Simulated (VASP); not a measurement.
A run of VASP 6.6.1 is set up as follows.

File INCAR:

```
  PREC = Accurate
  ENCUT = 600
  EDIFF = 1E-7
  ISMEAR = 0
  SIGMA = 0.03
  LREAL = F
  LASPH = T
  NELM = 80
  ALGO = Normal
  ISIF = 4
  LWAVE = F
  LCHARG = F
  METAGGA = R2SCAN
  LMIXTAU = T
  IBRION = 2
  NSW = 40
  EDIFFG = -0.01
```

File KPOINTS:

```
regular mesh
0
Gamma
  9 9 5
```

POSCAR

```
ZnS                                     
1.0
    3.7812385485      0.0000000000      0.0000000000
   -1.8906192742      3.2746486407      0.0000000000
    0.0000000000      0.0000000000      6.2036983955
  Zn              S             
     2     2
Direct
     0.3333333332999970    0.6666666667000030    0.0053560640321209
     0.6666666667000030    0.3333333332999970    0.5053560640321209
     0.3333333332999970    0.6666666667000030    0.3796439359678772
     0.6666666667000030    0.3333333332999970    0.8796439359678772
```

Potentials or basis: VASP PAW PBE potentials, release 64 (Zn, S).

Command:

```bash
$ cat potpaw_PBE.64/Zn/POTCAR potpaw_PBE.64/S/POTCAR > POTCAR
$ mpirun -np 1 vasp_std > vasp.out
```

(1) Predict the band gap on the k mesh.

Answers

(1) 2.88 eV, direct.

Caveat: the relaxation stopped at its first step, so nothing moved.
